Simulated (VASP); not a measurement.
SiC (Moissanite 3C):

```
Si C
1.0
     0.00000    2.17900    2.17900
     2.17900    0.00000    2.17900
     2.17900    2.17900    0.00000
Si C
1 1
Cartesian
  0.0000 0.0000 0.0000
  3.2685 3.2685 3.2685
```

| Property | Result |
| --- | --- |
| Program | VASP 6.6.1 |
| Task | relaxation of cell and atoms |
| Functional | PBEsol0 |
| Potentials or basis | VASP PAW PBE potentials, release 64 (Si, C) |
| Cutoff | 600 eV |
| k mesh | 5 × 5 × 5 |
| Occupations | fermi-dirac, width 0.05 eV |
| Spin | no spin polarisation |

At the start: pressure -4.1 GPa; volume 10.35 Å³/atom.

Q: Where does the relaxation end?

A: Over 3 steps the energy falls by 2.3 meV/atom and the volume is 10.17 Å³/atom (-1.7 %); space group F-43m (No. 216, to 0.05 Å).

The path:
```tsv
step	energy change (eV)	largest force (eV/Å)	pressure (GPa)	volume (Å³)
1	0.0000	0.0000	-4.07	20.69
2	0.0019	0.0000	5.12	19.92
3	-0.0046	0.0000	-0.01	20.33
```

Final structure:
```xyz
2
Lattice="0.0000 2.1663 2.1663 2.1663 0.0000 2.1663 2.1663 2.1663 0.0000" Properties=species:S:1:pos:R:3 pbc="T T T"
Si    0.0000    0.0000    0.0000
C     3.2495    3.2495    3.2495
```

Caveat: the k mesh is coarse (spacing up to 0.50 Å⁻¹), so the values aren't converged, least of all with exact exchange; the PAW data sets were made with another functional, which shifts forces and pressure a little.
